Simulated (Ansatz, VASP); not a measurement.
# B in VASP and in Ansatz

```xyz
8
Lattice="3.1539 -2.6407 -0.0078 3.1539 2.6407 -0.0078 -1.0040 0.0000 3.0936" Properties=species:S:1:pos:R:3 pbc="T T T"
B     0.0901   -0.4776    2.0237
B     3.4585    0.4899    1.5165
B     4.7118   -0.4776    2.6012
B     2.3474    0.4899    0.0148
B     5.2138    0.4776    1.0544
B     1.8454   -0.4899    1.5616
B     0.5921    0.4776    0.4769
B     2.9565   -0.4899    3.0634
```

Change from the starting cell: the structure that the rattled cell fell into.

Alike in both runs: functional PBE; k mesh 10 × 10 × 12; occupations gaussian, width 0.1 eV; no spin polarisation.

Ansatz relaxed the structure, and its values are those at the end. VASP's run is a single point on that final structure, the one shown.

```csv
,VASP,Ansatz
version,VASP 6.6.1,Ansatz 0.2.0
potentials or method,"VASP PAW PBE potentials, release 64 (B)","scalar-relativistic, plane waves, PAW"
plane-wave cutoff (eV),520,420
valence electrons in the cell,24,24
```

|  | VASP | Ansatz | Ansatz less VASP |
| --- | --- | --- | --- |
| gap on the k mesh at the Fermi level (eV) | none | none | - |
| pressure (GPa) | 0.0 | 0.0 | 0.00 |

A gap of «none» marks a metal or a gap that the smearing closes.
